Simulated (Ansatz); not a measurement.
Input and command of a calculation in Ansatz (plane waves; scalar-relativistic PAW potentials unless the input names others):

```yaml
crystal:
  lattice:
    - [-6.51791, -3.258955, -3.258955]
    - [-3.258955, -6.51791, 3.258955]
    - [-6.51791, 3.258955, 3.258955]
  atoms:
    - { symbol: K, position: [0.9297963707, 0.6582877091, 0.2516819147] }
    - { symbol: K, position: [0.8399037401, 0.3239449767, 0.5036969296] }
    - { symbol: K, position: [0.4137697098, 0.6676761991, 0.7564312306] }
    - { symbol: K, position: [0.7528969421, -0.0010095177, 0.7435687753] }
    - { symbol: K, position: [0.6713721313, 0.6582877091, -0.0101281971] }
    - { symbol: K, position: [0.583333243, 0.3333334667, 0.2500000369] }
    - { symbol: K, position: [0.15909788, 0.6676761991, 0.5020150518] }
    - { symbol: K, position: [0.4952947225, 0.0083788242, 0.510128022] }
    - { symbol: K, position: [0.0833334301, 0.3333333186, 0.7499998678] }
    - { symbol: K, position: [0.3267628015, 0.3427218086, -0.0036968343] }
    - { symbol: K, position: [0.2368703766, 0.0083788242, 0.2483180528] }
    - { symbol: K, position: [0.0075686522, -0.0010095177, -0.0020148502] }
    - { symbol: F, position: [0.4561862388, 0.3612301332, 0.6138902931] }
    - { symbol: F, position: [0.022158034, 0.6820811182, 0.8861099304] }
    - { symbol: F, position: [0.3806077745, 0.0124823871, 0.8805897526] }
    - { symbol: F, position: [0.302812146, 0.6680739226, 0.1305898296] }
    - { symbol: F, position: [0.2271383237, 0.3193261664, 0.3638900696] }
    - { symbol: F, position: [0.7860587535, 0.6541842785, 0.6194101704] }
    - { symbol: F, position: [0.1445085112, -0.0154144117, 0.6138902931] }
    - { symbol: F, position: [0.7104803457, 0.3054364947, 0.8861099304] }
    - { symbol: F, position: [0.9395284501, 0.347340489, 0.1361097069] }
    - { symbol: F, position: [0.8638546742, -0.0014072846, 0.3694102474] }
    - { symbol: F, position: [0.583333415, -0.1666666268, 0.2499997765] }
total_charge: 2
basis:
  ecutwfc: 420
kpoints:
  mp_grid: { grid: [4, 4, 4] }
hamiltonian:
  xc: pbe
scf:
  occupations: { method: gaussian, width: 0.05 }
output:
  forces: true
  eigenvalues: true
  stress: true
```

```bash
ansatz run input.yaml --threads 4 --pin off --max-ram 9216MiB --backend cpu --events-out ev --progress --plain --runs-dir out
```

Abridged log:
```
Warning: the atoms were moved onto the symmetric positions of the space group found under crystal.symmetry.tolerance 1.0e-5 (fractional; ...
Basis set: ecut = 420 eV, 8149 PW (Γ), exchange–correlation on 108×108×108 points (8 copies of the dense FFT grid, shifted against one another)
Bands: 115, of which v1, the nominal top of the filled ones, is band 92 counted from 1 (91 counted from 0)
Symmetry: 2 space group operations
k-points: 36 of 64
SCF iter   1: F=—  HF=-27381.770720 eV  |F-HF|=—  |Δ(HF+E_count)|=         —  Δρ=2.96e-2  dr2=4.07e0  ethr=1.77e-3  ⟨swp⟩=8.9  Hψ=21015  notcnv=0  defer=145
SCF iter   2: F=—  HF=-27381.342418 eV  |F-HF|=—  |Δ(HF+E_count)|=   4.28e-1  Δρ=2.13e-2  dr2=1.23e0  ethr=1.77e-3  ⟨swp⟩=2.0  Hψ=8272  notcnv=0  defer=655
SCF iter   3: F=—  HF=-27381.218958 eV  |F-HF|=—  |Δ(HF+E_count)|=   1.23e-1  Δρ=1.13e-2  dr2=3.00e-1  ethr=6.71e-4  ⟨swp⟩=2.0  Hψ=6131  notcnv=0  defer=655
SCF iter   4: F=—  HF=-27381.219658 eV  |F-HF|=—  |Δ(HF+E_count)|=   7.00e-4  Δρ=5.59e-3  dr2=1.42e-1  ethr=1.64e-4  ⟨swp⟩=2.0  Hψ=3658  notcnv=0  defer=655
SCF iter   5: F=—  HF=-27381.218071 eV  |F-HF|=—  |Δ(HF+E_count)|=   1.59e-3  Δρ=3.69e-3  dr2=8.70e-2  ethr=7.78e-5  ⟨swp⟩=2.0  Hψ=3579  notcnv=0  defer=655
SCF iter   6: F=—  HF=-27381.216415 eV  |F-HF|=—  |Δ(HF+E_count)|=   1.66e-3  Δρ=2.98e-3  dr2=3.88e-2  ethr=4.76e-5  ⟨swp⟩=2.0  Hψ=3592  notcnv=0  defer=655
SCF iter   7: F=—  HF=-27381.215024 eV  |F-HF|=—  |Δ(HF+E_count)|=   1.39e-3  Δρ=1.58e-3  dr2=1.21e-2  ethr=2.12e-5  ⟨swp⟩=1.5  Hψ=3502  notcnv=0  defer=655
SCF iter   8: F=—  HF=-27381.215219 eV  |F-HF|=—  |Δ(HF+E_count)|=   1.95e-4  Δρ=1.01e-3  dr2=5.98e-3  ethr=6.62e-6  ⟨swp⟩=1.0  Hψ=3485  notcnv=0  defer=655
   ...
SCF iter  10: F=—  HF=-27381.215276 eV  |F-HF|=—  |Δ(HF+E_count)|=   1.60e-5  Δρ=1.85e-4  dr2=1.62e-4  ethr=9.51e-7  ⟨swp⟩=1.0  Hψ=3485  notcnv=0  defer=655
SCF iter  11: F=—  HF=-27381.215285 eV  |F-HF|=—  |Δ(HF+E_count)|=   8.94e-6  Δρ=1.12e-4  dr2=6.86e-5  ethr=8.87e-8  ⟨swp⟩=1.0  Hψ=3485  notcnv=0  defer=655
SCF iter  12: F=—  HF=-27381.215480 eV  |F-HF|=—  |Δ(HF+E_count)|=   1.94e-4  Δρ=6.73e-5  dr2=2.73e-5  ethr=3.75e-8  ⟨swp⟩=2.0  Hψ=6615  notcnv=0  defer=655
SCF iter  13: F=—  HF=-27381.215480 eV  |F-HF|=—  |Δ(HF+E_count)|=   1.51e-7  Δρ=3.79e-5  dr2=7.77e-6  ethr=1.49e-8  ⟨swp⟩=1.0  Hψ=3485  notcnv=0  defer=655
SCF iter  14: F=—  HF=-27381.215479 eV  |F-HF|=—  |Δ(HF+E_count)|=   1.52e-7  Δρ=2.12e-5  dr2=2.68e-6  ethr=4.25e-9  ⟨swp⟩=1.0  Hψ=3485  notcnv=0  defer=655
SCF iter  15: F=—  HF=-27381.215479 eV  |F-HF|=—  |Δ(HF+E_count)|=   1.21e-8  Δρ=9.75e-6  dr2=5.32e-7  ethr=1.47e-9  ⟨swp⟩=1.0  Hψ=3485  notcnv=0  defer=655
SCF iter  16: F=—  HF=-27381.215479 eV  |F-HF|=—  |Δ(HF+E_count)|=   1.69e-8  Δρ=5.75e-6  dr2=2.03e-7  ethr=2.90e-10  ⟨swp⟩=1.0  Hψ=3485  notcnv=0  defer=655
SCF iter  17: F=-27381.215479 eV  HF=-27381.215479 eV  |F-HF|=4.05e-8  |Δ(HF+E_count)|=   1.64e-9  Δρ=2.90e-6  dr2=4.68e-8  ethr=5.46e-11  ⟨swp⟩=11.0  Hψ=16957  notcnv=0
SCF 1 converged in 17 iterations: F = -27381.215479 eV  dr2 = 4.68e-8
SCF converged after 17 iterations
Free energy (F): -27381.215479 eV
Harris-Foulkes:  -27381.215479 eV  (|F-HF|=4.05e-8)
Internal energy: -27381.167667 eV  (E = F + TS)
E sigma→0 (E₀):  -27381.191573 eV
Entropy (-TS):   -0.047812 eV (-2.079 meV/atom)
Fermi energy:    2.181136 eV
--- Forces (eV/Å), atoms counted from 1 ---
  atom   1  K     -0.27103139    -0.00245494    -0.24236379
  atom   2  K     -0.07909769     0.02634648    -0.06194864
  atom   3  K     -0.09758748    -0.01307575     0.05783215
  atom   4  K      0.09758748     0.01307575    -0.05783215
  atom   5  K      0.28436442    -0.03455467    -0.24661167
  atom   6  K      0.00000000     0.00000000     0.00000000
  atom   7  K      0.08996069     0.01923164     0.07543795
  atom   8  K     -0.28436442     0.03455467     0.24661167
  atom   9  K      0.00000000     0.00000000     0.00000000
  atom  10  K      0.07909769    -0.02634648     0.06194864
  atom  11  K      0.27103139     0.00245494     0.24236379
  atom  12  K     -0.08996069    -0.01923164    -0.07543795
  atom  13  F     -0.02119757    -0.07837526    -0.01093997
  atom  14  F     -0.00907941    -0.10292022    -0.08545357
  atom  15  F      0.00867205    -0.01562708     0.01695862
  atom  16  F      0.02328703     0.08021095    -0.02793489
  atom  17  F     -0.02649360    -0.06221548     0.04291560
  atom  18  F     -0.00867205     0.01562708    -0.01695862
  atom  19  F      0.00907941     0.10292022     0.08545357
  atom  20  F      0.02119757     0.07837526     0.01093997
  atom  21  F      0.02649360     0.06221548    -0.04291560
  atom  22  F     -0.02328703    -0.08021095     0.02793489
  atom  23  F      0.00000000     0.00000000     0.00000000
--- Stress (GPa, compression-positive) ---
        5.930936       0.032865       0.015806
        0.032865       4.911394      -0.053413
        0.015806      -0.053413       5.936663
  P = ⅓ Tr σ = 5.5930 GPa (55.930 kbar)
```

Apart from outputs and empty bands, the input differs from a reference run on usual settings in total_charge: 1 → 2. The reference, at the same geometry (not necessarily relaxed), gave pressure 3.15 GPa (with the neutralising background of the charged cell), largest force 0.385 eV/Å, gap on the mesh 5.72 eV. This run converged in 17 SCF iterations (reference: 9) with a total energy on another zero, pressure 5.59 GPa (with the neutralising background of the charged cell), largest force 0.378 eV/Å, no gap on the mesh.

The run took 38 s on 4 threads of Arm Neoverse V2, with other jobs on the host, peak memory 1.9 GiB.